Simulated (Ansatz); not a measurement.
The system is Eu.

```
Eu
1.0
     0.00000    2.78930    2.78930
     2.78930    0.00000    2.78930
     2.78930    2.78930    0.00000
Eu
1
Cartesian
  0.0000 0.0000 0.0000
```

This isn't the form of Eu at room conditions, which is bcc.

Base run:

* Program: Ansatz 0.2.0
* Functional: PBE
* Potentials or basis: Ansatz PAW
* Cutoff: 420 eV (not typed: the program's choice for these potentials)
* k mesh: 7 × 7 × 7
* Occupations: fermi-dirac, width 0.05 eV
* Spin: collinear spin, ferromagnetic start
* Starting moments: [1.8] μB
* Fixed moment: 1.8 μB

Its results: pressure -1.6 GPa; site moments Eu +1.57 μB.

After a change of settings the same cell gave: pressure -3.8 GPa; site moments Eu +9.35 μB. Which change was it?
A. fixed moment from 1.8 μB to 10.5 μB; moments at the start from [1.8] to [10.5]
B. fixed moment from 1.8 μB to 3.5 μB; moments at the start from [1.8] to [3.5]
C. fixed moment from 1.8 μB to 5.2 μB; moments at the start from [1.8] to [5.2]
D. fixed moment from 1.8 μB to 8.8 μB; moments at the start from [1.8] to [8.8]

A.

Caveats: the total moment is fixed, so each spin has its own Fermi level; the thresholds are loose for stress.
